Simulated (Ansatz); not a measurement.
# Preparing AlN (F-43m) as a host crystal, part 2 of 2

Aim: the runs on the perfect crystal AlN (F-43m) that a defect calculation needs first.

Ansatz 0.2.0; plane-wave PAW DFT, r2SCAN; relaxation of the host's cell and atoms (the session's first sound run).

So far. Step 3 (Dielectric tensors of the host): The electronic dielectric tensor is isotropic, 4.64. The static dielectric tensor is isotropic, 8.52.

The structure was built from a prototype and need not be the compound's stable phase.

### Step 4. Primitive cell on a dense mesh

A dense mesh gives the host's converged energy, against which the supercell's sampling is tested.

This step: plane-wave PAW DFT, r2SCAN; single point of the host's primitive cell on a dense mesh (Ansatz 0.2.0).

Contents of dense/input.yaml:

```yaml
crystal:
  lattice:
    - [0.0, 2.1848792468, 2.1848792468]
    - [2.1848792468, 0.0, 2.1848792468]
    - [2.1848792468, 2.1848792468, 0.0]
  atoms:
    - { symbol: Al, position: [0.0, 0.0, 0.0] }
    - { symbol: "N", position: [0.25, 0.25, 0.25] }
basis:
  ecutwfc: 500
  xc_grid: 2
hamiltonian:
  xc: r2scan
kpoints:
  mp_grid: { grid: [11, 11, 11] }
scf:
  occupations: { method: fermi_dirac, width: 0.01 }
  max_iter: 80
```

The run is started by

```
$ ansatz run input.yaml --threads 4 --pin off --max-ram 7536MiB --backend cpu --events-out ev --progress --plain --runs-dir out
```

Numbers of over 12 decimals in the logs are rounded to 6 here.

Log:

```text
[...]
Crystal: 2 atoms, lattice volume = 20.860 Å³
Basis set: ecut = 500 eV, 531 PW (Γ), exchange–correlation on 48×48×48 points (8 copies of the dense FFT grid, shifted against one another)
Bands: 8, of which v1, the nominal top of the filled ones, is band 4 counted from 1 (3 counted from 0)
Symmetry: 24 space group operations
[...]
k-points: 56 of 1331 (time reversal used)
[...]
SCF iter   1: F=—  HF=-928.366868 eV  |F-HF|=—  |Δ(HF+E_count)|=         —  Δρ=6.94e-3  dr2=1.09e-2  dr2_τ=1.56e-1  ethr=1.77e-3  ⟨swp⟩=5.2  Hψ=3388  notcnv=0
[...]
SCF iter   6: F=-928.437177 eV  HF=-928.437177 eV  |F-HF|=2.90e-8  |Δ(HF+E_count)|=   2.19e-8  Δρ=1.64e-5  dr2=6.60e-8  dr2_τ=1.18e-9  ethr=1.25e-9  ⟨swp⟩=2.0  Hψ=896  notcnv=0
SCF 1 converged in 6 iterations: F = -928.437177 eV  dr2 = 6.60e-8
[...]
SCF converged after 6 iterations
Free energy (F): -928.437177 eV
[...]
Internal energy: -928.437177 eV  (E = F + TS)
E sigma→0 (E₀):  -928.437177 eV
Fermi energy:    8.725176 eV
[...]
```

It took 0.65 s on 4 threads of Arm Neoverse V1, shared host; peak memory 0.26 GiB; 2 s of CPU time.

### Step 5. Self-consistent run

This step: plane-wave PAW DFT, r2SCAN; single point of the defect-free supercell, a test of its k-points (Ansatz 0.2.0).

System of this step: AlN (F-43m). The cell holds 54 atoms: 27 Al and 27 N. Its edges and angles: a = 9.270 Å, b = 9.270 Å, c = 9.270 Å, α = 60.0°, β = 60.0°, γ = 60.0°.

Contents of pristine.sampling/input.yaml:

```yaml
crystal:
  lattice:
    - [0.0, 6.5546377405, 6.5546377405]
    - [6.5546377405, 0.0, 6.5546377405]
    - [6.5546377405, 6.5546377405, 0.0]
  atoms:
    - { symbol: Al, position: [0.0, 0.0, 0.0] }
    - { symbol: "N", position: [0.0833333333, 0.0833333333, 0.0833333333] }
    - { symbol: Al, position: [0.0, 0.0, 0.3333333333] }
    - { symbol: "N", position: [0.0833333333, 0.0833333333, 0.4166666667] }
    - { symbol: Al, position: [0.0, 0.0, 0.6666666667] }
    - { symbol: "N", position: [0.0833333333, 0.0833333333, 0.75] }
    - { symbol: Al, position: [0.0, 0.3333333333, 0.0] }
    - { symbol: "N", position: [0.0833333333, 0.4166666667, 0.0833333333] }
    - { symbol: Al, position: [0.0, 0.3333333333, 0.3333333333] }
    - { symbol: "N", position: [0.0833333333, 0.4166666667, 0.4166666667] }
    - { symbol: Al, position: [0.0, 0.3333333333, 0.6666666667] }
    - { symbol: "N", position: [0.0833333333, 0.4166666667, 0.75] }
    - { symbol: Al, position: [0.0, 0.6666666667, 0.0] }
    - { symbol: "N", position: [0.0833333333, 0.75, 0.0833333333] }
    - { symbol: Al, position: [0.0, 0.6666666667, 0.3333333333] }
    - { symbol: "N", position: [0.0833333333, 0.75, 0.4166666667] }
    - { symbol: Al, position: [0.0, 0.6666666667, 0.6666666667] }
    - { symbol: "N", position: [0.0833333333, 0.75, 0.75] }
    - { symbol: Al, position: [0.3333333333, 0.0, 0.0] }
    - { symbol: "N", position: [0.4166666667, 0.0833333333, 0.0833333333] }
    - { symbol: Al, position: [0.3333333333, 0.0, 0.3333333333] }
    - { symbol: "N", position: [0.4166666667, 0.0833333333, 0.4166666667] }
    - { symbol: Al, position: [0.3333333333, 0.0, 0.6666666667] }
    - { symbol: "N", position: [0.4166666667, 0.0833333333, 0.75] }
    - { symbol: Al, position: [0.3333333333, 0.3333333333, 0.0] }
    - { symbol: "N", position: [0.4166666667, 0.4166666667, 0.0833333333] }
    - { symbol: Al, position: [0.3333333333, 0.3333333333, 0.3333333333] }
    - { symbol: "N", position: [0.4166666667, 0.4166666667, 0.4166666667] }
    - { symbol: Al, position: [0.3333333333, 0.3333333333, 0.6666666667] }
    - { symbol: "N", position: [0.4166666667, 0.4166666667, 0.75] }
    - { symbol: Al, position: [0.3333333333, 0.6666666667, 0.0] }
    - { symbol: "N", position: [0.4166666667, 0.75, 0.0833333333] }
    - { symbol: Al, position: [0.3333333333, 0.6666666667, 0.3333333333] }
    - { symbol: "N", position: [0.4166666667, 0.75, 0.4166666667] }
    - { symbol: Al, position: [0.3333333333, 0.6666666667, 0.6666666667] }
    - { symbol: "N", position: [0.4166666667, 0.75, 0.75] }
    - { symbol: Al, position: [0.6666666667, 0.0, 0.0] }
    - { symbol: "N", position: [0.75, 0.0833333333, 0.0833333333] }
    - { symbol: Al, position: [0.6666666667, 0.0, 0.3333333333] }
    - { symbol: "N", position: [0.75, 0.0833333333, 0.4166666667] }
    - { symbol: Al, position: [0.6666666667, 0.0, 0.6666666667] }
    - { symbol: "N", position: [0.75, 0.0833333333, 0.75] }
    - { symbol: Al, position: [0.6666666667, 0.3333333333, 0.0] }
    - { symbol: "N", position: [0.75, 0.4166666667, 0.0833333333] }
    - { symbol: Al, position: [0.6666666667, 0.3333333333, 0.3333333333] }
    - { symbol: "N", position: [0.75, 0.4166666667, 0.4166666667] }
    - { symbol: Al, position: [0.6666666667, 0.3333333333, 0.6666666667] }
    - { symbol: "N", position: [0.75, 0.4166666667, 0.75] }
    - { symbol: Al, position: [0.6666666667, 0.6666666667, 0.0] }
    - { symbol: "N", position: [0.75, 0.75, 0.0833333333] }
    - { symbol: Al, position: [0.6666666667, 0.6666666667, 0.3333333333] }
    - { symbol: "N", position: [0.75, 0.75, 0.4166666667] }
    - { symbol: Al, position: [0.6666666667, 0.6666666667, 0.6666666667] }
    - { symbol: "N", position: [0.75, 0.75, 0.75] }
basis:
  ecutwfc: 500
  xc_grid: 2
hamiltonian:
  xc: r2scan
kpoints:
  mp_grid: { grid: [1, 1, 1], shift: [0.25, 0.25, 0.25] }
scf:
  occupations: { method: fermi_dirac, width: 0.01 }
  max_iter: 80
```

Log:

```text
[...]
Crystal: 54 atoms, lattice volume = 563.217 Å³
Basis set: ecut = 500 eV, 14331 PW (Γ), exchange–correlation on 144×144×144 points (8 copies of the dense FFT grid, shifted against one another)
Bands: 162, of which v1, the nominal top of the filled ones, is band 108 counted from 1 (107 counted from 0)
Symmetry: 162 space group operations
k-points: 1
[...]
SCF iter   1: F=—  HF=-25063.466429 eV  |F-HF|=—  |Δ(HF+E_count)|=         —  Δρ=9.66e-3  dr2=6.10e-1  dr2_τ=4.54e0  ethr=1.77e-3  ⟨swp⟩=6.0  Hψ=720  notcnv=0  defer=19
[...]
SCF iter   3: F=—  HF=-25065.398260 eV  |F-HF|=—  |Δ(HF+E_count)|=   1.62e-2  Δρ=1.23e-3  dr2=4.73e-3  dr2_τ=8.16e-4  ethr=6.78e-5  ⟨swp⟩=3.0  Hψ=223  notcnv=0  defer=13
automatic band count: iteration 3 solves 125 bands in place of 162: the levels show a gap, and the empty bands left out lie too high to hold charge; the band table lists the bands solved (type scf.n_extra_bands for more)
SCF iter   4: F=—  HF=-25065.398521 eV  |F-HF|=—  |Δ(HF+E_count)|=   2.62e-4  Δρ=2.29e-4  dr2=3.06e-4  dr2_τ=9.12e-6  ethr=2.19e-6  ⟨swp⟩=2.0  Hψ=116  notcnv=0  defer=13
[...]
SCF iter   6: F=-25065.398294 eV  HF=-25065.398294 eV  |F-HF|=1.21e-7  |Δ(HF+E_count)|=   1.20e-6  Δρ=9.16e-6  dr2=3.11e-7  dr2_τ=1.65e-8  ethr=2.61e-10  ⟨swp⟩=2.0  Hψ=349  notcnv=0
SCF 1 converged in 6 iterations: F = -25065.398294 eV  dr2 = 3.11e-7
[...]
SCF converged after 6 iterations
Free energy (F): -25065.398294 eV
[...]
Internal energy: -25065.398294 eV  (E = F + TS)
E sigma→0 (E₀):  -25065.398294 eV
Fermi energy:    9.259680 eV
[...]
```

It took 6 s on 4 threads; peak memory 1.1 GiB; 20 s of CPU time.

Numbers from this step:

| Property | Result |
| --- | --- |
| energy over dense mesh | 0.04455 eV/atom |

### Step 6. What came out

```json
{
 "primitive cell vectors, lengths": "3.090, 3.090, 3.090 Å",
 "electronic dielectric constant": "4.64",
 "static dielectric constant": "8.52",
 "gap on the k-mesh of the response run (PBEsol)": "3.38 eV",
 "energy an atom at one point at (¼, ¼, ¼) less that on the dense mesh": "0.045 eV"
}
```

**Reading.** The k-mesh can miss the band edges, so this gap is an upper bound at this level. All at zero temperature.

[Logs are printed without paths, hosts, clocks, repeated set-up lines and the standing remarks that a program may print on its own settings, such as how far it seeks lower states.]

[Hosts, paths, dates, database ids (printed as entryN), source tags and the programs' standing remarks are cut or masked in the printed files.]

[Runs of the host that timed out are not shown.]

[For some hosts the program warned that the k-mesh of the response run may be too coarse for force constants and the static dielectric constant; such warnings are not always shown.]
